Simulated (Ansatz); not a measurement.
System: tetradymite Sb₂Te₃. Method: PBE-D4 (PAW; Ansatz, an electronic-structure program).

Q: Estimate the interlayer binding energy, layer repeat distance and gap between the layers that the calculation returns.

A: 
- interlayer binding energy: 28.6 meV/Å²
- layer repeat distance: 9.942 Å
- gap between the layers: 2.595 Å

Spin–orbit coupling is not included.

Computed values are for the static lattice.

It cost very roughly 9 core-minutes of CPU time.
